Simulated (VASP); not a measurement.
# Te2Pt (Moncheite) (P-3m1) in VASP: equation of state

Aim: energy against volume of Te2Pt (Moncheite) in PBE, for its equilibrium volume and stiffness.

Program: VASP 6.6.1. These are calculated values, not measurements. Logs are shortened: lines on timing, memory, paths and dates and some standing lists are left out, and cuts for length are marked.

## Step 1: The crystal as given

The structure is trigonal, space group P-3m1 (No. 164). The conventional cell has a = 4.010 Å, b = 4.010 Å, c = 5.201 Å, α = 90.00°, β = 90.00°, γ = 120.00°. Pt (site symmetry -3m) is surrounded by 6 Te at 2.66 Å. Te (site symmetry 3m) is surrounded by 3 Pt at 2.66 Å.

## Step 2: Equation of state, PBE, 22.69 Å³/atom (volume scaled by 0.94)

INCAR

```
SYSTEM = Te2Pt
PREC     = Accurate       ! precision mode
ENCUT    = 520            ! plane-wave cutoff, eV
EDIFF    = 1E-7           ! SCF threshold, eV
ISMEAR   = -1             ! smearing method
SIGMA    = 0.05           ! smearing width, eV
LREAL    = .False.        ! projectors in reciprocal space
LASPH    = .True.         ! aspherical terms in the spheres
NELM     = 100            ! most SCF steps
ALGO     = Normal         ! electronic algorithm
ISIF     = 2              ! what is computed and relaxed
LWAVE    = .False.        ! write WAVECAR
LCHARG   = .False.        ! write CHGCAR
GGA      = PE             ! functional
NBANDS   = 18             ! bands
```

KPOINTS

```
regular mesh
0
Gamma
  8 8 5
  0 0 0
```

POSCAR

```
Te2Pt
1.0
    3.9281402959      0.0000000000      0.0000000000
   -1.9640701480      3.4018692859      0.0000000000
    0.0000000000      0.0000000000      5.0948273514
Pt Te
1 2
Direct
    0.0000000000      0.0000000000      0.0000000000
    0.6666666667      0.3333333333      0.7500000000
    0.3333333333      0.6666666667      0.2500000000
```

Potentials or basis: VASP PAW PBE potentials, release 64 (Pt, Te).

On the command line:

```console
> cat potpaw_PBE.64/Pt/POTCAR potpaw_PBE.64/Te/POTCAR > POTCAR
> mpirun -np 1 vasp_std > vasp.out
```

OUTCAR:

```text
SYSTEM = Te2Pt
   PREC = Accurate
   ENCUT = 520
   EDIFF = 1E-7
   ISMEAR = -1
   LREAL = .False.
   LASPH = .True.
   NELM = 100
   ISIF = 2
   GGA = PE

 ion  position               nearest neighbor table
   1  0.000  0.000  0.000-   2 2.60   3 2.60   2 2.60   3 2.60   2 2.60   3 2.60
   2  0.667  0.333  0.750-   1 2.60   1 2.60   1 2.60   3 3.41   3 3.41   3 3.41   3 3.41   3 3.41
                             3 3.41
   3  0.333  0.667  0.250-   1 2.60   1 2.60   1 2.60   2 3.41   2 3.41   2 3.41   2 3.41   2 3.41
                             2 3.41

  LATTYP: Found a hexagonal cell.
 ALAT       =     3.9281402959
 C/A-ratio  =     1.2970074813

  Lattice vectors:

 A1 = (   3.9281402959,   0.0000000000,   0.0000000000)
 A2 = (  -1.9640701480,   3.4018692859,   0.0000000000)
 A3 = (   0.0000000000,   0.0000000000,   5.0948273514)

Analysis of symmetry for initial positions (statically):
=====================================================================
 Subroutine PRICEL returns:
 Original cell was already a primitive cell.

 Routine SETGRP: Setting up the symmetry group for a
 hexagonal supercell.

 Subroutine GETGRP returns: Found 12 space group operations
 (whereof 12 operations were pure point group operations)
 out of a pool of 24 trial point group operations.

The static configuration has the point symmetry D_3d.

Analysis of symmetry for dynamics (positions and initial velocities):
=====================================================================
 Subroutine PRICEL returns:
 Original cell was already a primitive cell.

 Routine SETGRP: Setting up the symmetry group for a
 hexagonal supercell.

 Subroutine GETGRP returns: Found 12 space group operations
 (whereof 12 operations were pure point group operations)
 out of a pool of 24 trial point group operations.

The dynamic configuration has the point symmetry D_3d.

 Subroutine INISYM returns: Found 12 space group operations
 (whereof 12 operations are pure point group operations),
 and found     1 'primitive' translations

----------------------------------------------------------------------------------------

                                     Primitive cell

  volume of cell :      68.0823

  direct lattice vectors                    reciprocal lattice vectors
     3.928140296  0.000000000  0.000000000     0.254573392  0.146978016  0.000000000
    -1.964070148  3.401869286  0.000000000     0.000000000  0.293956033  0.000000000
     0.000000000  0.000000000  5.094827351     0.000000000  0.000000000  0.196277505

  length of vectors
     3.928140296  3.928140296  5.094827351     0.293956033  0.293956033  0.196277505

  position of ions in fractional coordinates (direct lattice)
     0.000000000  0.000000000  0.000000000
     0.666666667  0.333333333  0.750000000
     0.333333333  0.666666667  0.250000000

  ion indices of the primitive-cell ions
   primitive index   ion index
                 1           1
                 2           2
                 3           3

----------------------------------------------------------------------------------------

 KPOINTS: regular mesh

Automatic generation of k-mesh.
 Grid dimensions read from file:
 generate k-points for:    8    8    5

 Generating k-lattice:

  Cartesian coordinates                     Fractional coordinates (reciprocal lattice)
     0.031821674  0.018372252  0.000000000     0.125000000 -0.000000000  0.000000000
     0.000000000  0.036744504  0.000000000     0.000000000  0.125000000  0.000000000
     0.000000000  0.000000000  0.039255501     0.000000000  0.000000000  0.200000000

  Length of vectors
     0.036744504  0.036744504  0.039255501

  Shift w.r.t. Gamma in fractional coordinates (k-lattice)
     0.000000000  0.000000000  0.000000000

 Subroutine IBZKPT returns following result:
 ===========================================

 Found     40 irreducible k-points:

 Following reciprocal coordinates:
            Coordinates               Weight
  0.000000  0.000000  0.000000      1.000000
  0.125000  0.000000  0.000000      6.000000
  0.250000  0.000000  0.000000      6.000000
  0.375000 -0.000000  0.000000      6.000000
  0.500000  0.000000  0.000000      3.000000
  0.125000  0.125000  0.000000      6.000000
[... 32 lines left out ...]
  0.250000  0.250000  0.400000     12.000000
  0.375000  0.250000  0.400000     12.000000
   k-points           NKPTS =     40   k-points in BZ     NKDIM =     40   number of bands    NBANDS=     18
   number of dos      NEDOS =    301   number of ions     NIONS =      3
   total plane-waves  NPLWV =  36000
   dimension x,y,z NGX =    30 NGY =   30 NGZ =   40
   dimension x,y,z NGXF=    60 NGYF=   60 NGZF=   80
   ions per type =               1   2
   NGX,Y,Z   is equivalent  to a cutoff of  12.70, 12.70, 13.05 a.u.
   NGXF,Y,Z  is equivalent  to a cutoff of  25.39, 25.39, 26.10 a.u.
 SYSTEM =  Te2Pt
   PREC   = accura    normal or accurate (medium, high low for compatibility)
[... 85 lines left out ...]

 k-point     4 :       0.3750   -0.0000    0.0000
  band No.  band energies     occupation
      1      -3.4057      2.00000
      2      -1.8903      2.00000
      3       3.0169      2.00000
      4       4.0225      2.00000
      5       4.1515      2.00000
      6       4.8459      2.00000
[... 10 lines left out ...]
     17      15.9590      0.00000
     18      18.4870      0.00000

 k-point     5 :       0.5000    0.0000    0.0000
  band No.  band energies     occupation
      1      -2.6816      2.00000
      2      -2.4211      2.00000
      3       2.4923      2.00000
      4       4.1168      2.00000
      5       4.4705      2.00000
      6       5.7406      2.00000
[... 10 lines left out ...]
     17      15.8026      0.00000
     18      20.4769      0.00000

 k-point     6 :       0.1250    0.1250    0.0000
  band No.  band energies     occupation
      1      -4.3878      2.00000
      2      -1.3148      2.00000
      3       3.0840      2.00000
      4       3.6577      2.00000
      5       3.7523      2.00000
      6       5.0694      2.00000
[... 10 lines left out ...]
     17      17.4105      0.00000
     18      17.8057      0.00000

 k-point     7 :       0.2500    0.1250    0.0000
  band No.  band energies     occupation
      1      -3.7073      2.00000
      2      -1.6821      2.00000
      3       3.5307      2.00000
      4       3.7568      2.00000
      5       4.0909      2.00000
      6       4.3525      2.00000
[... 10 lines left out ...]
     17      17.1379      0.00000
     18      17.9095      0.00000

 k-point     8 :       0.3750    0.1250    0.0000
  band No.  band energies     occupation
      1      -2.9001      2.00000
      2      -2.1505      2.00000
      3       2.6866      2.00000
      4       3.9324      2.00000
      5       4.4265      2.00000
      6       4.8141      2.00000
[... 10 lines left out ...]
     17      17.7556      0.00000
     18      18.4750      0.00000
[... 565 lines left out ...]
     17      17.0517      0.00000
     18      18.1196      0.00000

 k-point    36 :      -0.1250    0.3750    0.4000
  band No.  band energies     occupation
      1      -3.2058      2.00000
      2      -2.2915      2.00000
      3       2.7418      2.00000
      4       3.3834      2.00000
      5       4.0714      2.00000
      6       5.0440      2.00000
[... 10 lines left out ...]
     17      17.4746      0.00000
     18      18.5851      0.00000

 k-point    37 :       0.3750    0.1250    0.4000
  band No.  band energies     occupation
      1      -2.4838      2.00000
      2      -2.4035      2.00000
      3       2.3438      2.00000
      4       3.4080      2.00000
      5       4.2763      2.00000
      6       4.7301      2.00000
[... 10 lines left out ...]
     17      18.2019      0.00000
     18      18.3910      0.00000

 k-point    38 :      -0.1250    0.5000    0.4000
  band No.  band energies     occupation
      1      -2.7073      2.00000
      2      -2.1252      2.00000
      3       2.1840      2.00000
      4       3.3399      2.00000
      5       4.0940      2.00000
      6       5.1299      2.00000
[... 10 lines left out ...]
     17      17.9895      0.00000
     18      18.7931      0.00000

 k-point    39 :       0.2500    0.2500    0.4000
  band No.  band energies     occupation
      1      -2.6240      2.00000
      2      -2.2695      2.00000
      3       2.8383      2.00000
      4       2.9973      2.00000
      5       4.1720      2.00000
      6       4.8425      2.00000
[... 10 lines left out ...]
     17      17.4618      0.00000
     18      18.0984      0.00000

 k-point    40 :       0.3750    0.2500    0.4000
  band No.  band energies     occupation
      1      -2.3702      2.00000
      2      -2.2182      2.00000
      3       2.6345      2.00000
      4       3.2259      2.00000
      5       3.7237      2.00000
      6       4.9748      2.00000
[... 10 lines left out ...]
     17      17.4527      0.00000
     18      18.1171      0.00000

------------------------ aborting loop because EDIFF is reached ----------------------------------------

  FORCE on cell =-STRESS in cart. coord.  units (eV):
  Direction    XX          YY          ZZ          XY          YZ          ZX
  --------------------------------------------------------------------------------------
  -------------------------------------------------------------------------------------
  Total        8.3022425      8.3022425      6.2189954     -0.0000000      0.0000000     -0.0000000
  in kB      195.3763134    195.3763134    146.3513514     -0.0000000      0.0000000     -0.0000000
  external PRESSURE =     179.0346594 kB  Pullay stress =       0.0000000 kB

 VOLUME and BASIS-vectors are now :
 -----------------------------------------------------------------------------
  energy-cutoff  :      520.00
  volume of cell :       68.08
      direct lattice vectors                 reciprocal lattice vectors
     3.928140296  0.000000000  0.000000000     0.254573392  0.146978016  0.000000000
    -1.964070148  3.401869286  0.000000000     0.000000000  0.293956033  0.000000000
     0.000000000  0.000000000  5.094827351     0.000000000  0.000000000  0.196277505

 POSITION                                       TOTAL-FORCE (eV/Angst)
 -----------------------------------------------------------------------------------
      0.00000      0.00000      0.00000         0.000000      0.000000      0.000000
      1.96407      1.13396      3.82112         0.000000      0.000000     -1.841396
     -0.00000      2.26791      1.27371        -0.000000      0.000000      1.841396
 -----------------------------------------------------------------------------------
    total drift:                                0.000000      0.000000     -0.000000

  FREE ENERGIE OF THE ION-ELECTRON SYSTEM (eV)
  ---------------------------------------------------
  free  energy   TOTEN  =       -13.0803570811 eV

  energy  without entropy=      -13.0660733177  energy(sigma->0) =      -13.07321520
```

It took 30 s on 1 thread of Intel Xeon 6975P-C (Granite Rapids), shared host; peak memory 0.19 GiB.

Results:

* Free energy: -13.0804 eV
* Pressure: 17.9 GPa
* Largest force: 1.841 eV/Å
* Band gap on the k mesh: none (metal or under the smearing width)

Caveat: forces of over 1 eV/Å show positions far from the minimum, so gaps and moduli don't describe the material at rest.

## Step 3: Equation of state, PBE, 23.18 Å³/atom (volume scaled by 0.96)

INCAR

```
ALGO = Normal
EDIFF = 1E-7
ENCUT = 520
GGA = PE
ISIF = 2
ISMEAR = -1
LASPH = T
LCHARG = F
LREAL = F
LWAVE = F
NBANDS = 18
NELM = 60
PREC = Accurate
SIGMA = 0.05
```

KPOINTS

```
k-points
0
Gamma
  8 8 5
```

POSCAR

```
Te2Pt
1.0
    3.9558041672      0.0000000000      0.0000000000
   -1.9779020836      3.4258269012      0.0000000000
    0.0000000000      0.0000000000      5.1307075994
Pt Te
1 2
Direct
    0.0000000000      0.0000000000      0.0000000000
    0.6666666667      0.3333333333      0.7500000000
    0.3333333333      0.6666666667      0.2500000000
```

Potentials or basis: VASP PAW PBE potentials, release 64 (Pt, Te).

On the command line:

```console
> cat potpaw_PBE.64/Pt/POTCAR potpaw_PBE.64/Te/POTCAR > POTCAR
> mpirun -np 1 vasp_std > vasp.out
```

Wall time 32 s (1 thread of Intel Xeon 6975P-C (Granite Rapids), shared host); peak memory 0.2 GiB.

The run converged. Its results:

```
Free energy            : -13.2263 eV
Pressure               : 14.4 GPa
Largest force          : 1.531 eV/Å
Band gap on the k mesh : none (metal or under the smearing width)
```

Caveat: forces of over 1 eV/Å show positions far from the minimum, so gaps and moduli don't describe the material at rest.

## Step 4: Equation of state, PBE, 23.66 Å³/atom (volume scaled by 0.98)

INCAR

```
  ALGO = Normal
  EDIFF = 1E-7
  ENCUT = 520
  GGA = PE
  ISIF = 2
  ISMEAR = -1
  LASPH = True
  LCHARG = False
  LREAL = False
  LWAVE = False
  NBANDS = 18
  NELM = 100
  PREC = Accurate
  SIGMA = 0.05
```

KPOINTS is that of step 3.

POSCAR

```
Te2Pt
1.0
    3.9830864374      0.0000000000      0.0000000000
   -1.9915432187      3.4494540403      0.0000000000
    0.0000000000      0.0000000000      5.1660929080
Pt Te
1 2
Direct
    0.0000000000      0.0000000000      0.0000000000
    0.6666666667      0.3333333333      0.7500000000
    0.3333333333      0.6666666667      0.2500000000
```

On the command line:

```console
> cat potpaw_PBE.64/Pt/POTCAR potpaw_PBE.64/Te/POTCAR > POTCAR
> mpirun -np 1 vasp_std > vasp.out
```

It took 34 s on 1 thread of Intel Xeon 6975P-C (Granite Rapids), shared host; peak memory 0.2 GiB.

The run converged. Its results:

* Free energy: -13.3422 eV
* Pressure: 11.3 GPa
* Largest force: 1.247 eV/Å
* Band gap on the k mesh: none (metal or under the smearing width)

Caveat: forces of over 1 eV/Å show positions far from the minimum, so gaps and moduli don't describe the material at rest.

## Step 5: Equation of state, PBE, 24.63 Å³/atom (volume scaled by 1.02)

INCAR

```
SYSTEM = Te2Pt
ALGO = Normal
EDIFF = 1E-7
ENCUT = 520
GGA = PE
ISIF = 2
ISMEAR = -1
LASPH = .TRUE.
LCHARG = .FALSE.
LREAL = .FALSE.
LWAVE = .FALSE.
NBANDS = 18
NELM = 80
PREC = Accurate
SIGMA = 0.05
```

KPOINTS

```
k-points
0
G
  8 8 5
  0 0 0
```

POSCAR

```
Te2Pt
1.0
    4.0365570653      0.0000000000      0.0000000000
   -2.0182785327      3.4957609624      0.0000000000
    0.0000000000      0.0000000000      5.2354447124
Pt Te
1 2
Direct
    0.0000000000      0.0000000000      0.0000000000
    0.6666666667      0.3333333333      0.7500000000
    0.3333333333      0.6666666667      0.2500000000
```

On the command line:

```console
> cat potpaw_PBE.64/Pt/POTCAR potpaw_PBE.64/Te/POTCAR > POTCAR
> mpirun -np 1 vasp_std > vasp.out
```

It took 30 s on 1 thread of Intel Xeon 6975P-C (Granite Rapids), shared host; peak memory 0.2 GiB.

It converged, with:

```
Free energy            : -13.4961 eV
Pressure               : 5.9 GPa
Largest force          : 0.747 eV/Å
Band gap on the k mesh : none (metal or under the smearing width)
```

## Step 6: Equation of state, PBE, 25.11 Å³/atom (volume scaled by 1.04)

INCAR

```
PREC = Accurate ; ENCUT = 520
EDIFF = 1E-7 ; ISMEAR = -1
SIGMA = 0.05 ; LREAL = F
LASPH = T ; NELM = 80
ALGO = Normal ; ISIF = 2
LWAVE = F ; LCHARG = F
GGA = PE ; NBANDS = 18
```

KPOINTS

```
Automatic mesh
0
Gamma
  8 8 5
```

POSCAR

```
Te2Pt
1.0
    4.0627692093      0.0000000000      0.0000000000
   -2.0313846047      3.5184613450      0.0000000000
    0.0000000000      0.0000000000      5.2694420593
Pt Te
1 2
Direct
    0.0000000000      0.0000000000      0.0000000000
    0.6666666667      0.3333333333      0.7500000000
    0.3333333333      0.6666666667      0.2500000000
```

Potentials or basis: VASP PAW PBE potentials, release 64 (Pt, Te).

On the command line:

```console
> cat potpaw_PBE.64/Pt/POTCAR potpaw_PBE.64/Te/POTCAR > POTCAR
> mpirun -np 1 vasp_std > vasp.out
```

Run time: 31 s. Hardware: 1 thread of Intel Xeon 6975P-C (Granite Rapids), shared host; peak memory 0.2 GiB.

Results (log left out):

| Item | Value |
| --- | --- |
| Free energy | -13.5395 eV |
| Pressure | 3.7 GPa |
| Largest force | 0.527 eV/Å |
| Band gap on the k mesh | none (metal or under the smearing width) |

## Step 7: Equation of state, PBE, 25.59 Å³/atom (volume scaled by 1.06)

INCAR

```
ALGO = Normal
EDIFF = 1E-7
ENCUT = 520
GGA = PE
ISIF = 2
ISMEAR = -1
LASPH = T
LCHARG = F
LREAL = F
LWAVE = F
NBANDS = 18
NELM = 60
PREC = Accurate
SIGMA = 0.05
```

KPOINTS

```
k-points
0
Gamma
  8 8 5
```

POSCAR

```
Te2Pt
1.0
    4.0886474179      0.0000000000      0.0000000000
   -2.0443237090      3.5408725311      0.0000000000
    0.0000000000      0.0000000000      5.3030062894
Pt Te
1 2
Direct
    0.0000000000      0.0000000000      0.0000000000
    0.6666666667      0.3333333333      0.7500000000
    0.3333333333      0.6666666667      0.2500000000
```

On the command line:

```console
> cat potpaw_PBE.64/Pt/POTCAR potpaw_PBE.64/Te/POTCAR > POTCAR
> mpirun -np 1 vasp_std > vasp.out
```

Wall time 40 s (1 thread of Intel Xeon 6975P-C (Granite Rapids), shared host); peak memory 0.2 GiB.

It converged, with:

| Quantity | Value |
| --- | --- |
| Free energy | -13.5637 eV |
| Pressure | 1.7 GPa |
| Largest force | 0.327 eV/Å |
| Band gap on the k mesh | none (metal or under the smearing width) |

## Step 8: Equation of state, PBE

Potentials or basis: VASP PAW PBE potentials, release 64 (Pt, Te).

This step only gathers the single runs of the series.

What came out:

```
Equilibrium volume                        : 26.04 Å³/atom (rough: see the caveat)
Bulk modulus at fixed shape and positions : 93 GPa (rough)
```

Energy against volume, from the lowest point:
```csv
volume (Å³/atom),energy (meV/atom)
22.694,161.12
23.177,112.47
23.660,73.84
24.143,44.17
24.626,22.52
25.108,8.05
25.591,0.00
```

Caveat: the minimum lies outside the volumes run; the cell was scaled at fixed shape and fractional positions, which overstates the stiffness of a crystal with free parameters, most of all of layers and chains.
